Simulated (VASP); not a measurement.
# Pb (Fm-3m) in VASP: settings compared

One crystal, Pb, is run at these levels: PBE, PBE0, LDA; tasks: single point, relaxation of cell and atoms.

Program: VASP 6.6.1. These are calculated values, not measurements. Logs are shortened: lines on timing, memory, paths and dates and some standing lists are left out, and cuts for length are marked.

### Step 1. The crystal as given

Symmetry: Fm-3m, No. 225, cubic system. Conventional cell: a = 4.950 Å, b = 4.950 Å, c = 4.950 Å, α = 90.00°, β = 90.00°, γ = 90.00°. Around Pb (site symmetry m-3m) lie 12 Pb at 3.50 Å.

### Step 2. Single point, PBE

The input, INCAR:

```
ALGO = Normal
EDIFF = 1E-7
ENCUT = 520
GGA = PE
ISIF = 2
ISMEAR = 0
LASPH = True
LCHARG = False
LREAL = False
LWAVE = False
NELM = 60
PREC = Accurate
SIGMA = 0.014
```

The input, KPOINTS:

```
k-points
0
Gamma
  9 9 9
```

The input, POSCAR:

```
Pb
1.0
    0.0000000000      2.4750200000      2.4750200000
    2.4750200000      0.0000000000      2.4750200000
    2.4750200000      2.4750200000      0.0000000000
Pb
1
Direct
    0.0000000000      0.0000000000      0.0000000000
```

Potentials or basis: VASP PAW PBE potentials, release 64 (Pb_d).

Run with:

```bash
> cat potpaw_PBE.64/Pb_d/POTCAR > POTCAR
> mpirun -np 1 vasp_std > vasp.out
```

OUTCAR:

```text
EDIFF = 1E-7
   ENCUT = 520
   GGA = PE
   ISIF = 2
   ISMEAR = 0
   LASPH = True
   LREAL = False
   NELM = 60
   PREC = Accurate

 ion  position               nearest neighbor table
   1  0.000  0.000  0.000-

  LATTYP: Found a face centered cubic cell.
 ALAT       =     4.9500400000

  Lattice vectors:

 A1 = (   0.0000000000,   2.4750200000,   2.4750200000)
 A2 = (   2.4750200000,   0.0000000000,   2.4750200000)
 A3 = (   2.4750200000,   2.4750200000,   0.0000000000)

Analysis of symmetry for initial positions (statically):
=====================================================================
 Subroutine PRICEL returns:
 Original cell was already a primitive cell.

 Routine SETGRP: Setting up the symmetry group for a
 face centered cubic supercell.

 Subroutine GETGRP returns: Found 48 space group operations
 (whereof 48 operations were pure point group operations)
 out of a pool of 48 trial point group operations.

The static configuration has the point symmetry O_h .

Analysis of symmetry for dynamics (positions and initial velocities):
=====================================================================
 Subroutine PRICEL returns:
 Original cell was already a primitive cell.

 Routine SETGRP: Setting up the symmetry group for a
 face centered cubic supercell.

 Subroutine GETGRP returns: Found 48 space group operations
 (whereof 48 operations were pure point group operations)
 out of a pool of 48 trial point group operations.

The dynamic configuration has the point symmetry O_h .

 Subroutine INISYM returns: Found 48 space group operations
 (whereof 48 operations are pure point group operations),
 and found     1 'primitive' translations

----------------------------------------------------------------------------------------

                                     Primitive cell

  volume of cell :      30.3226

  direct lattice vectors                    reciprocal lattice vectors
     0.000000000  2.475020000  2.475020000    -0.202018570  0.202018570  0.202018570
     2.475020000  0.000000000  2.475020000     0.202018570 -0.202018570  0.202018570
     2.475020000  2.475020000  0.000000000     0.202018570  0.202018570 -0.202018570

  length of vectors
     3.500206851  3.500206851  3.500206851     0.349906427  0.349906427  0.349906427

  position of ions in fractional coordinates (direct lattice)
     0.000000000  0.000000000  0.000000000

  ion indices of the primitive-cell ions
   primitive index   ion index
                 1           1

----------------------------------------------------------------------------------------

 KPOINTS: k-points

Automatic generation of k-mesh.
 Grid dimensions read from file:
 generate k-points for:    9    9    9

 Generating k-lattice:

  Cartesian coordinates                     Fractional coordinates (reciprocal lattice)
    -0.022446508  0.022446508  0.022446508     0.111111111  0.000000000  0.000000000
     0.022446508 -0.022446508  0.022446508     0.000000000  0.111111111  0.000000000
     0.022446508  0.022446508 -0.022446508     0.000000000  0.000000000  0.111111111

  Length of vectors
     0.038878492  0.038878492  0.038878492

  Shift w.r.t. Gamma in fractional coordinates (k-lattice)
     0.000000000  0.000000000  0.000000000

 Subroutine IBZKPT returns following result:
 ===========================================

 Found     35 irreducible k-points:

 Following reciprocal coordinates:
            Coordinates               Weight
  0.000000  0.000000  0.000000      1.000000
  0.111111  0.000000  0.000000      8.000000
  0.222222  0.000000  0.000000      8.000000
  0.333333  0.000000  0.000000      8.000000
  0.444444  0.000000  0.000000      8.000000
  0.111111  0.111111  0.000000      6.000000
[... 16 lines left out ...]
 -0.333333  0.333333  0.000000     12.000000
  0.444444  0.444444  0.000000      6.000000
 [... further k-points ...]
   k-points           NKPTS =     35   k-points in BZ     NKDIM =     35   number of bands    NBANDS=     11
   number of dos      NEDOS =    301   number of ions     NIONS =      1
   total plane-waves  NPLWV =  21952
   dimension x,y,z NGX =    28 NGY =   28 NGZ =   28
   dimension x,y,z NGXF=    56 NGYF=   56 NGZF=   56
   ions per type =               1
   NGX,Y,Z   is equivalent  to a cutoff of  13.30, 13.30, 13.30 a.u.
   NGXF,Y,Z  is equivalent  to a cutoff of  26.60, 26.60, 26.60 a.u.
 SYSTEM =  unknown system
   PREC   = accura    normal or accurate (medium, high low for compatibility)
   ISTART =      0    job   : 0-new  1-cont  2-samecut
   ICHARG =      2    charge: 1-file 2-atom 10-const
   ISPIN  =      1    spin polarized calculation?
   LNONCOLLINEAR =      F non collinear calculations
   LSORBIT =      F    spin-orbit coupling
   LASPH  =      T    aspherical Exc in radial PAW
   ENCUT  =  520.0 eV  38.22 Ry    6.18 a.u.   6.51  6.51  6.51*2*pi/ulx,y,z
   NELM   =     60;   NELMIN=  2; NELMDL= -5     # of ELM steps
   EDIFF  = 0.1E-06   stopping-criterion for ELM
   LREAL  =      F    real-space projection
   EDIFFG = 0.1E-05   stopping-criterion for IOM
   NSW    =      0    number of steps for IOM
   IBRION =     -1    ionic relax: 0-MD 1-quasi-New 2-CG
   NFREE  =      0    steps in history (QN), initial steepest desc. (CG)
   ISIF   =      2    stress and relaxation
   ISYM   =      2    0-nonsym 1-usesym 2-fastsym
   POTIM  = 0.5000    time-step for ionic-motion
   TEBEG  =    0.0;   TEEND  =   0.0 temperature during run
   PSTRESS=    0.0 pullay stress
   NELECT =      14.0000    total number of electrons
   NUPDOWN=      -1.0000    fix difference up-down
   EMIN   =  10.00;   EMAX   =-10.00  energy-range for DOS
   EFERMI =   0.00;   METHOD = LEGACY
   ISMEAR =     0;   SIGMA  =   0.01  broadening in eV -4-tet -1-fermi 0-gaus
   EFERMI_NEDOS =   21; number of points for ismear=-14 and -15
   IALGO  =     38    algorithm
   IMIX   =      4    mixing-type and parameters
     AMIX     =   0.40;   BMIX     =  1.00
     AMIX_MAG =   1.60;   BMIX_MAG =  1.00
  volume/ion in A,a.u.               =      30.32       204.63
  Fermi-wavevector in a.u.,A,eV,Ry     =   1.265306  2.391081 21.782907  1.600999
  Thomas-Fermi vector in A             =   2.398566
   LORBIT       =      0    0 simple, 1 ext, 2 COOP (PROOUT), +10 PAW based schemes
   GGA     = PE    functional components
   LHFCALC =     F    Hartree Fock is set to
   AEXX    =    0.0000 exact exchange contribution
   IVDW    =     0    specifies the selected vdW correction
   LEPSILON=     F    determine dielectric tensor
   LRPA    =     F    only Hartree local field effects (RPA)
 non-spin polarized calculation
 Gauss-broadening in eV      SIGMA  =   0.01
  energy-cutoff  :      520.00
  volume of cell :       30.32
 maximum number of plane-waves:       869
 NGX is ok and might be reduce to    28
   NGX = 13   NGY = 13   NGZ = 13

 number of electron      13.9999999 magnetization

 Free energy of the ion-electron system (eV)
  ---------------------------------------------------
  ext. energy  EPLUGINS =         0.00000000
  ---------------------------------------------------
  free energy    TOTEN  =        -3.56812272 eV

  energy without entropy =       -3.56786410  energy(sigma->0) =       -3.56799341

 E-fermi :   7.1453     XC(G=0): -10.1860

 val. band max:        6.9152880825   @ k =  -0.3333   0.3333   0.1111
 cond. band min:       7.1463423861   @ k =  -0.2222   0.3333   0.1111
 fundamental gap:      0.2310543036
 Fermi energy:         7.1453065677

 k-point     1 :       0.0000    0.0000    0.0000
  band No.  band energies     occupation
      1      -9.7945      2.00000
      2      -9.7945      2.00000
      3      -9.7945      2.00000
      4      -9.6544      2.00000
      5      -9.6544      2.00000
      6      -4.4738      2.00000
      7      14.6989      0.00000
      8      14.6989      0.00000
      9      14.6989      0.00000
     10      17.0445      0.00000
     11      18.6199      0.00000

 k-point     2 :       0.1111    0.0000    0.0000
  band No.  band energies     occupation
      1      -9.7950      2.00000
      2      -9.7780      2.00000
      3      -9.7780      2.00000
      4      -9.6544      2.00000
      5      -9.6544      2.00000
      6      -4.2360      2.00000
      7      12.3296      0.00000
      8      14.4167      0.00000
      9      14.4167      0.00000
     10      16.6520      0.00000
     11      19.5951      0.00000

 k-point     3 :       0.2222    0.0000    0.0000
  band No.  band energies     occupation
      1      -9.8002      2.00000
      2      -9.7585      2.00000
      3      -9.7585      2.00000
      4      -9.6317      2.00000
      5      -9.6317      2.00000
      6      -3.5244      2.00000
      7       8.8628      0.00000
      8      13.8173      0.00000
      9      13.8173      0.00000
     10      16.3081      0.00000
     11      19.1405      0.00000

 k-point     4 :       0.3333    0.0000    0.0000
  band No.  band energies     occupation
      1      -9.8115      2.00000
      2      -9.7681      2.00000
      3      -9.7681      2.00000
      4      -9.5729      2.00000
      5      -9.5729      2.00000
      6      -2.3828      2.00000
      7       5.7473      2.00000
      8      13.2446      0.00000
      9      13.2446      0.00000
     10      16.2137      0.00000
     11      17.8420      0.00000
[... 239 lines left out ...]
 k-point    22 :      -0.4444    0.3333    0.0000
  band No.  band energies     occupation
      1      -9.8858      2.00000
      2      -9.7839      2.00000
      3      -9.5945      2.00000
      4      -9.5740      2.00000
      5      -9.5139      2.00000
      6       0.2594      2.00000
      7       4.8449      2.00000
      8       6.8336      2.00000
      9      10.1595      0.00000
     10      13.7025      0.00000
     11      17.9154      0.00000

 k-point    23 :      -0.3333    0.3333    0.0000
  band No.  band energies     occupation
      1      -9.8493      2.00000
      2      -9.6916      2.00000
      3      -9.6448      2.00000
      4      -9.6223      2.00000
      5      -9.5581      2.00000
      6       0.1131      2.00000
      7       5.4671      2.00000
      8       5.7369      2.00000
      9      10.9410      0.00000
     10      14.1950      0.00000
     11      21.0316      0.00000

 k-point    24 :       0.4444    0.4444    0.0000
  band No.  band energies     occupation
      1      -9.9528      2.00000
      2      -9.8610      2.00000
      3      -9.5346      2.00000
      4      -9.4958      2.00000
      5      -9.4958      2.00000
      6       0.1218      2.00000
      7       4.5682      2.00000
      8       9.4311      0.00000
      9       9.4311      0.00000
     10      12.7575      0.00000
     11      13.9743      0.00000

 [... further k-points ...]

------------------------ aborting loop because EDIFF is reached ----------------------------------------

  FORCE on cell =-STRESS in cart. coord.  units (eV):
  Direction    XX          YY          ZZ          XY          YZ          ZX
  --------------------------------------------------------------------------------------
  -------------------------------------------------------------------------------------
  Total        0.4124987      0.4124987      0.4124987     -0.0000000     -0.0000000      0.0000000
  in kB       21.7955109     21.7955109     21.7955109     -0.0000000     -0.0000000      0.0000000
  external PRESSURE =      21.7955109 kB  Pullay stress =       0.0000000 kB

 VOLUME and BASIS-vectors are now :
 -----------------------------------------------------------------------------
  energy-cutoff  :      520.00
  volume of cell :       30.32
      direct lattice vectors                 reciprocal lattice vectors
     0.000000000  2.475020000  2.475020000    -0.202018570  0.202018570  0.202018570
     2.475020000  0.000000000  2.475020000     0.202018570 -0.202018570  0.202018570
     2.475020000  2.475020000  0.000000000     0.202018570  0.202018570 -0.202018570

 POSITION                                       TOTAL-FORCE (eV/Angst)
 -----------------------------------------------------------------------------------
      0.00000      0.00000      0.00000         0.000000      0.000000     -0.000000
 -----------------------------------------------------------------------------------
    total drift:                               -0.000000     -0.000000     -0.000000

  FREE ENERGIE OF THE ION-ELECTRON SYSTEM (eV)
  ---------------------------------------------------
  free  energy   TOTEN  =        -3.5681227184 eV

  energy  without entropy=       -3.5678641000  energy(sigma->0) =       -3.56799341
```

Wall time 10 s (1 thread of Intel Xeon Platinum 8488C (Sapphire Rapids), shared host); peak memory 0.15 GiB.

What came out:

```yaml
Free_energy: -3.5681 eV
Pressure: 2.2 GPa
Band_gap_on_the_k_mesh: none (metal or under the smearing width)
```

### Step 3. Relaxation of cell and atoms, PBE0

POSCAR is that of step 2.

The input, INCAR.step1:

```
ALGO = Normal ; EDIFF = 1E-5
ENCUT = 600 ; GGA = PE
ISMEAR = -1 ; LASPH = True
LCHARG = False ; LREAL = False
LWAVE = True ; NELM = 60
PREC = Accurate ; SIGMA = 0.05
```

The input, INCAR.step2:

```
AEXX = 0.25 ; ALGO = Normal
EDIFF = 1E-7 ; EDIFFG = -0.005
ENCUT = 600 ; GGA = PE
IBRION = 2 ; ISIF = 3
ISMEAR = -1 ; ISTART = 1
LASPH = True ; LCHARG = False
LHFCALC = True ; LREAL = False
LWAVE = False ; NELM = 60
NSW = 60 ; PREC = Accurate
PRECFOCK = Normal ; SIGMA = 0.05
```

The input, KPOINTS:

```
k-points
0
Gamma
  5 5 5
```

Potentials or basis: VASP PAW PBE potentials, release 64 (Pb_d).

Run with:

```bash
> cat potpaw_PBE.64/Pb_d/POTCAR > POTCAR
> cp INCAR.step1 INCAR
> mpirun -np 1 vasp_std > vasp.out
> cp INCAR.step2 INCAR
> mpirun -np 1 vasp_std > vasp.out
```

Run time: 17 min. Hardware: 1 thread of Intel Xeon Platinum 8488C (Sapphire Rapids), shared host; peak memory 0.17 GiB.

Results (log left out):

- Free energy: -4.5358 eV
- Relaxed volume: 30.58 Å³/atom
- Relaxed cell: a = 3.510 Å, b = 3.510 Å, c = 3.510 Å, α = 60.00°, β = 60.00°, γ = 60.00°
- Space group after relaxing (to 0.05 Å): Fm-3m (No. 225)
- Energy gained by relaxing: 0.2 meV/atom
- Ionic steps: 2
- Pressure after relaxing: 0.0 GPa
- Band gap on the k mesh: none (metal or under the smearing width)

Step by step:
| step | energy change (eV) | largest force (eV/Å) | pressure (GPa) | volume (Å³) |
| --- | --- | --- | --- | --- |
| 1 | 0.0000 | 0.0000 | 0.31 | 30.32 |
| 2 | -0.0002 | 0.0000 | 0.01 | 30.58 |

Final structure:
```
Pb
1.0
     0.00000    2.48200    2.48200
     2.48200    0.00000    2.48200
     2.48200    2.48200    0.00000
Pb
1
Direct
  0.00000 0.00000 0.00000
```

Levels at points of the mesh, in eV from the Fermi level:
| k point | band 3 | band 4 | band 5 | band 6 | band 7 | band 8 | band 9 | band 10 | band 11 |
| --- | --- | --- | --- | --- | --- | --- | --- | --- | --- |
| (0.00, 0.00, 0.00) | -19.00 | -18.86 | -18.86 | -13.04 | 8.95 | 8.95 | 8.95 | 11.28 | 12.83 |

Caveat: the k mesh is coarse (spacing up to 0.44 Å⁻¹), so the values aren't converged, least of all with exact exchange; the PAW data sets were made with another functional, which shifts forces and pressure a little.

(Continued in part 2 of 2.)
